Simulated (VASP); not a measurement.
# GaP (F-43m) in VASP: notebook, part 2 of 3

VASP 6.6.1. Earlier steps stand in the parts before.

### Step 4. Relaxation of the atoms, PBE

Contents of INCAR:

```
  ALGO = Fast
  EDIFF = 1E-7
  EDIFFG = -0.01
  ENCUT = 600
  GGA = PE
  IBRION = 2
  ISIF = 2
  ISMEAR = 0
  LASPH = True
  LCHARG = False
  LREAL = False
  LWAVE = False
  NELM = 80
  NSW = 40
  PREC = Accurate
  SIGMA = 0.03
```

Contents of KPOINTS:

```
k-points
0
Gamma
  8 8 8
```

Contents of POSCAR:

```
GaP                                     
1.0
    0.0000000000      2.7528246308      2.7528246308
    2.7528246308      0.0000000000      2.7528246308
    2.7528246308      2.7528246308      0.0000000000
  Ga              P             
     1     1
Direct
     0.0000000000000000    0.0000000000000000    0.0000000000000000
     0.2500000000000000    0.2500000000000000    0.2500000000000000
```

Potentials or basis: VASP PAW PBE potentials, release 64 (Ga_d, P).

Launch:

```bash
> cat potpaw_PBE.64/Ga_d/POTCAR potpaw_PBE.64/P/POTCAR > POTCAR
> mpirun -np 1 vasp_std > vasp.out
```

OUTCAR:

```text
EDIFF = 1E-7
   EDIFFG = -0.01
   ENCUT = 600
   GGA = PE
   IBRION = 2
   ISIF = 2
   ISMEAR = 0
   LASPH = True
   LREAL = False
   NELM = 80
   NSW = 40
   PREC = Accurate

 ion  position               nearest neighbor table
   1  0.000  0.000  0.000-   2 2.38   2 2.38   2 2.38   2 2.38
   2  0.250  0.250  0.250-   1 2.38   1 2.38   1 2.38   1 2.38

  LATTYP: Found a face centered cubic cell.
 ALAT       =     5.5056492616

  Lattice vectors:

 A1 = (   0.0000000000,   2.7528246308,   2.7528246308)
 A2 = (   2.7528246308,   0.0000000000,   2.7528246308)
 A3 = (   2.7528246308,   2.7528246308,   0.0000000000)

Analysis of symmetry for initial positions (statically):
=====================================================================
 Subroutine PRICEL returns:
 Original cell was already a primitive cell.

 Routine SETGRP: Setting up the symmetry group for a
 face centered cubic supercell.

 Subroutine GETGRP returns: Found 24 space group operations
 (whereof 24 operations were pure point group operations)
 out of a pool of 48 trial point group operations.

The static configuration has the point symmetry T_d .

Analysis of symmetry for dynamics (positions and initial velocities):
=====================================================================
[... 174 lines left out ...]
      5     -10.0646      2.00000
      6      -7.9195      2.00000
      7       4.3491      2.00000
      8       4.3491      2.00000
      9       4.3491      2.00000
     10       5.9267      0.00000
     11       8.2446      0.00000
     12       8.2446      0.00000
     13       8.2446      0.00000
[... 354 lines left out ...]
  band No.  band energies     occupation
      1     -10.2338      2.00000
      2     -10.1274      2.00000
      3     -10.1165      2.00000
      4     -10.0690      2.00000
      5     -10.0580      2.00000
      6      -5.5624      2.00000
      7      -1.9236      2.00000
      8       1.2655      2.00000
      9       2.4960      2.00000
     10       7.7162      0.00000
     11       8.6679      0.00000
     12      10.7217      0.00000
     13      12.1911      0.00000

 [... further k-points ...]
[... 5 lines left out ...]
  --------------------------------------------------------------------------------------
  -------------------------------------------------------------------------------------
  Total        0.0018379      0.0018379      0.0018379      0.0000000      0.0000000     -0.0000000
  in kB        0.0705783      0.0705783      0.0705783      0.0000000      0.0000000     -0.0000000
  external PRESSURE =       0.0705783 kB  Pullay stress =       0.0000000 kB

 VOLUME and BASIS-vectors are now :
 -----------------------------------------------------------------------------
  energy-cutoff  :      600.00
  volume of cell :       41.72
      direct lattice vectors                 reciprocal lattice vectors
     0.000000000  2.752824631  2.752824631    -0.181631621  0.181631621  0.181631621
     2.752824631  0.000000000  2.752824631     0.181631621 -0.181631621  0.181631621
     2.752824631  2.752824631  0.000000000     0.181631621  0.181631621 -0.181631621

 POSITION                                       TOTAL-FORCE (eV/Angst)
 -----------------------------------------------------------------------------------
      0.00000      0.00000      0.00000        -0.000000     -0.000000     -0.000000
      1.37641      1.37641      1.37641         0.000000      0.000000      0.000000
 -----------------------------------------------------------------------------------
    total drift:                                0.000001      0.000001      0.000002

  FREE ENERGIE OF THE ION-ELECTRON SYSTEM (eV)
  ---------------------------------------------------
  free  energy   TOTEN  =        -9.1254712964 eV

  energy  without entropy=       -9.1254712964  energy(sigma->0) =       -9.12547130

 reached required accuracy - stopping structural energy minimisation
```

OSZICAR:

```text
N       E                     dE             d eps       ncg     rms          rms(c)
DAV:   1     0.838624927826E+02    0.83862E+02   -0.98565E+03   754   0.209E+03
DAV:   2    -0.266316775600E+01   -0.86526E+02   -0.83505E+02   829   0.350E+02
DAV:   3    -0.925453518045E+01   -0.65914E+01   -0.65611E+01   954   0.780E+01
DAV:   4    -0.938334376429E+01   -0.12881E+00   -0.12875E+00   908   0.117E+01
DAV:   5    -0.938640935898E+01   -0.30656E-02   -0.30654E-02   963   0.148E+00    0.411E+00
RMM:   6    -0.914761294888E+01    0.23880E+00   -0.36074E-01   851   0.561E+00    0.255E+00
RMM:   7    -0.912502465713E+01    0.22588E-01   -0.17948E-01   806   0.220E+00    0.113E+00
RMM:   8    -0.912473076690E+01    0.29389E-03   -0.21946E-02   879   0.176E+00    0.175E-01
RMM:   9    -0.912524942812E+01   -0.51866E-03   -0.57360E-03   912   0.804E-01    0.642E-02
RMM:  10    -0.912542979105E+01   -0.18036E-03   -0.93846E-04  1013   0.318E-01    0.338E-02
RMM:  11    -0.912546560515E+01   -0.35814E-04   -0.20612E-04   929   0.135E-01    0.944E-03
RMM:  12    -0.912547013923E+01   -0.45341E-05   -0.50845E-05   982   0.678E-02    0.464E-03
RMM:  13    -0.912547091322E+01   -0.77399E-06   -0.74802E-06   987   0.314E-02    0.127E-03
RMM:  14    -0.912547127762E+01   -0.36440E-06   -0.26027E-06   949   0.156E-02    0.169E-03
RMM:  15    -0.912547129643E+01   -0.18804E-07   -0.45245E-07   684   0.775E-03
   1 F= -.91254713E+01 E0= -.91254713E+01  d E =-.912547E+01
```

CONTCAR:

```text
GaP
   1.00000000000000
     0.0000000000000000    2.7528246308000002    2.7528246308000002
     2.7528246308000002    0.0000000000000000    2.7528246308000002
     2.7528246308000002    2.7528246308000002    0.0000000000000000
  Ga              P
     1     1
Direct
     0.0000000000000000    0.0000000000000000    0.0000000000000000
     0.2500000000000000    0.2500000000000000    0.2500000000000000

  0.00000000E+00  0.00000000E+00  0.00000000E+00
  0.00000000E+00  0.00000000E+00  0.00000000E+00
```

Run time: 14 s. Hardware: 1 thread of AMD EPYC 9R45 (Zen 5), shared host; peak memory 0.15 GiB.

Results:

| Property | Result |
| --- | --- |
| Free energy | -9.1255 eV |
| Pressure after relaxing | 0.0 GPa |
| Band gap on the k mesh | 1.58 eV, direct |

Final structure:
```
Ga P
1.0
     0.00000    2.75282    2.75282
     2.75282    0.00000    2.75282
     2.75282    2.75282    0.00000
Ga P
1 1
Direct
  0.00000 0.00000 0.00000
  0.25000 0.25000 0.25000
```

Caveat: the relaxation stopped at its first step, so nothing moved.

### Step 5. Relaxation of the atoms, PBE (a relaxed cell with its volume scaled by 1.02)

INCAR is that of step 4.

KPOINTS is that of step 4.

Contents of POSCAR:

```
GaP                                     
1.0
    0.0000000000      2.7710557888      2.7710557888
    2.7710557888      0.0000000000      2.7710557888
    2.7710557888      2.7710557888      0.0000000000
  Ga              P             
     1     1
Direct
     0.0000000000000000    0.0000000000000000    0.0000000000000000
     0.2500000000000000    0.2500000000000000    0.2500000000000000
```

Potentials or basis: VASP PAW PBE potentials, release 64 (Ga_d, P).

Launch:

```bash
> cat potpaw_PBE.64/Ga_d/POTCAR potpaw_PBE.64/P/POTCAR > POTCAR
> mpirun -np 1 vasp_std > vasp.out
```

OUTCAR:

```text
EDIFF = 1E-7
   EDIFFG = -0.01
   ENCUT = 600
   GGA = PE
   IBRION = 2
   ISIF = 2
   ISMEAR = 0
   LASPH = True
   LREAL = False
   NELM = 80
   NSW = 40
   PREC = Accurate

 ion  position               nearest neighbor table
   1  0.000  0.000  0.000-   2 2.40   2 2.40   2 2.40   2 2.40
   2  0.250  0.250  0.250-   1 2.40   1 2.40   1 2.40   1 2.40

  LATTYP: Found a face centered cubic cell.
 ALAT       =     5.5421115776

  Lattice vectors:

 A1 = (   0.0000000000,   2.7710557888,   2.7710557888)
 A2 = (   2.7710557888,   0.0000000000,   2.7710557888)
 A3 = (   2.7710557888,   2.7710557888,   0.0000000000)

Analysis of symmetry for initial positions (statically):
=====================================================================
 Subroutine PRICEL returns:
 Original cell was already a primitive cell.

 Routine SETGRP: Setting up the symmetry group for a
 face centered cubic supercell.

 Subroutine GETGRP returns: Found 24 space group operations
 (whereof 24 operations were pure point group operations)
 out of a pool of 48 trial point group operations.

The static configuration has the point symmetry T_d .

Analysis of symmetry for dynamics (positions and initial velocities):
=====================================================================
 Subroutine PRICEL returns:
 Original cell was already a primitive cell.

 Routine SETGRP: Setting up the symmetry group for a
 face centered cubic supercell.

 Subroutine GETGRP returns: Found 24 space group operations
 (whereof 24 operations were pure point group operations)
 out of a pool of 48 trial point group operations.

The dynamic configuration has the point symmetry T_d .

 Subroutine INISYM returns: Found 24 space group operations
 (whereof 24 operations are pure point group operations),
 and found     1 'primitive' translations

----------------------------------------------------------------------------------------

                                     Primitive cell

  volume of cell :      42.5565

  direct lattice vectors                    reciprocal lattice vectors
     0.000000000  2.771055789  2.771055789    -0.180436642  0.180436642  0.180436642
     2.771055789  0.000000000  2.771055789     0.180436642 -0.180436642  0.180436642
[... 116 lines left out ...]
 conjugate gradient relaxation of ions
 non-spin polarized calculation
 RMM-DIIS sequential band-by-band and
 Gauss-broadening in eV      SIGMA  =   0.03
  energy-cutoff  :      600.00
  volume of cell :       42.56
 maximum number of plane-waves:      1433
   NGX = 15   NGY = 15   NGZ = 15

 number of electron      17.9999992 magnetization

 Free energy of the ion-electron system (eV)
  ---------------------------------------------------
  ext. energy  EPLUGINS =         0.00000000
  ---------------------------------------------------
  free energy    TOTEN  =        -9.12171881 eV

  energy without entropy =       -9.12171881  energy(sigma->0) =       -9.12171881

 E-fermi :   4.3075     XC(G=0):  -9.6067

 val. band max:        4.1556916500   @ k =   0.0000   0.0000   0.0000
 cond. band min:       5.5721897504   @ k =   0.0000   0.0000   0.0000
 fundamental gap:      1.4164981005
 Fermi energy:         4.3074790838

 k-point     1 :       0.0000    0.0000    0.0000
  band No.  band energies     occupation
      1     -10.3213      2.00000
      2     -10.3213      2.00000
      3     -10.3213      2.00000
      4     -10.2360      2.00000
      5     -10.2360      2.00000
      6      -7.9712      2.00000
      7       4.1557      2.00000
      8       4.1557      2.00000
      9       4.1557      2.00000
     10       5.5722      0.00000
     11       8.0535      0.00000
     12       8.0535      0.00000
     13       8.0535      0.00000
[... 354 lines left out ...]
  band No.  band energies     occupation
      1     -10.3939      2.00000
      2     -10.2950      2.00000
      3     -10.2849      2.00000
      4     -10.2400      2.00000
      5     -10.2298      2.00000
      6      -5.6873      2.00000
      7      -2.0270      2.00000
      8       1.1417      2.00000
      9       2.3533      2.00000
     10       7.4619      0.00000
     11       8.4835      0.00000
     12      10.4712      0.00000
     13      11.9700      0.00000

 [... further k-points ...]
[... 5 lines left out ...]
  --------------------------------------------------------------------------------------
  -------------------------------------------------------------------------------------
  Total       -0.3793226     -0.3793226     -0.3793226      0.0000000      0.0000000     -0.0000000
  in kB      -14.2808332    -14.2808332    -14.2808332      0.0000000      0.0000000     -0.0000000
  external PRESSURE =     -14.2808332 kB  Pullay stress =       0.0000000 kB

 VOLUME and BASIS-vectors are now :
 -----------------------------------------------------------------------------
  energy-cutoff  :      600.00
  volume of cell :       42.56
      direct lattice vectors                 reciprocal lattice vectors
     0.000000000  2.771055789  2.771055789    -0.180436642  0.180436642  0.180436642
     2.771055789  0.000000000  2.771055789     0.180436642 -0.180436642  0.180436642
     2.771055789  2.771055789  0.000000000     0.180436642  0.180436642 -0.180436642

 POSITION                                       TOTAL-FORCE (eV/Angst)
 -----------------------------------------------------------------------------------
      0.00000      0.00000      0.00000         0.000000      0.000000      0.000000
      1.38553      1.38553      1.38553        -0.000000     -0.000000     -0.000000
 -----------------------------------------------------------------------------------
    total drift:                                0.000002      0.000002      0.000001

  FREE ENERGIE OF THE ION-ELECTRON SYSTEM (eV)
  ---------------------------------------------------
  free  energy   TOTEN  =        -9.1217188056 eV

  energy  without entropy=       -9.1217188056  energy(sigma->0) =       -9.12171881

 reached required accuracy - stopping structural energy minimisation
```

OSZICAR:

```text
N       E                     dE             d eps       ncg     rms          rms(c)
DAV:   1     0.846644636382E+02    0.84664E+02   -0.10040E+04   754   0.213E+03
DAV:   2    -0.257192689022E+01   -0.87236E+02   -0.84154E+02   824   0.353E+02
DAV:   3    -0.924228630737E+01   -0.66704E+01   -0.66313E+01   934   0.793E+01
DAV:   4    -0.937429811651E+01   -0.13201E+00   -0.13193E+00   934   0.121E+01
DAV:   5    -0.937733938220E+01   -0.30413E-02   -0.30411E-02   961   0.153E+00    0.402E+00
RMM:   6    -0.914240255071E+01    0.23494E+00   -0.35697E-01   851   0.557E+00    0.249E+00
RMM:   7    -0.912119660032E+01    0.21206E-01   -0.17250E-01   806   0.215E+00    0.111E+00
RMM:   8    -0.912093145931E+01    0.26514E-03   -0.21039E-02   875   0.175E+00    0.159E-01
RMM:   9    -0.912147742417E+01   -0.54596E-03   -0.62434E-03   904   0.819E-01    0.660E-02
RMM:  10    -0.912166558235E+01   -0.18816E-03   -0.10150E-03  1005   0.321E-01    0.392E-02
RMM:  11    -0.912171286031E+01   -0.47278E-04   -0.20466E-04   923   0.135E-01    0.793E-03
RMM:  12    -0.912171767007E+01   -0.48098E-05   -0.51875E-05   992   0.665E-02    0.493E-03
RMM:  13    -0.912171842385E+01   -0.75378E-06   -0.68229E-06  1005   0.292E-02    0.138E-03
RMM:  14    -0.912171878351E+01   -0.35966E-06   -0.23952E-06   924   0.147E-02    0.184E-03
RMM:  15    -0.912171880561E+01   -0.22108E-07   -0.42271E-07   644   0.735E-03
   1 F= -.91217188E+01 E0= -.91217188E+01  d E =-.912172E+01
```

It took 13 s on 1 thread of AMD EPYC 9R45 (Zen 5), shared host; peak memory 0.15 GiB.

What came out:

```yaml
Free_energy: -9.1217 eV
Pressure_after_relaxing: -1.4 GPa
Band_gap_on_the_k_mesh: 1.42 eV, direct
```

Final structure:
```
Ga P
1.0
     0.00000    2.77106    2.77106
     2.77106    0.00000    2.77106
     2.77106    2.77106    0.00000
Ga P
1 1
Cartesian
  0.0000 0.0000 0.0000
  1.3855 1.3855 1.3855
```

Caveat: the relaxation stopped at its first step, so nothing moved.

(Part 2 of 3 ends here.)
